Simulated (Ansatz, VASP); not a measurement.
# Two plane-wave programs on SiC

```xyz
2
Lattice="0.0000 2.2392 2.2392 2.2392 0.0000 2.2392 2.2392 2.2392 0.0000" Properties=species:S:1:pos:R:3 pbc="T T T"
Si    0.0000    0.0000    0.0000
C     3.3588    3.3588    3.3588
```

Change from the starting cell: strain +0.030 along x and y, +0.030 along z, atoms carried along.

Alike in both runs: task single point; functional PBE; k mesh 12 × 12 × 12; occupations gaussian, width 0.05 eV; no spin polarisation.

```csv
,VASP,Ansatz
version,VASP 6.6.1,Ansatz 0.2.0
potentials or method,"VASP PAW PBE potentials, release 64 (Si, C)","scalar-relativistic, plane waves, PAW"
plane-wave cutoff (eV),520,420
valence electrons in the cell,8,8
```

|  | VASP | Ansatz | Ansatz less VASP |
| --- | --- | --- | --- |
| gap on the k mesh at the Fermi level (eV) | 1.43 | 1.43 | +0.002 |
| least direct gap on the mesh (eV) | 4.45 | 4.46 | +0.002 |
| pressure (GPa) | -12.5 | -12.5 | +0.02 |

With one functional, cell and mesh, what is left measures potentials, basis and numerics.

A k mesh can miss the band edges.
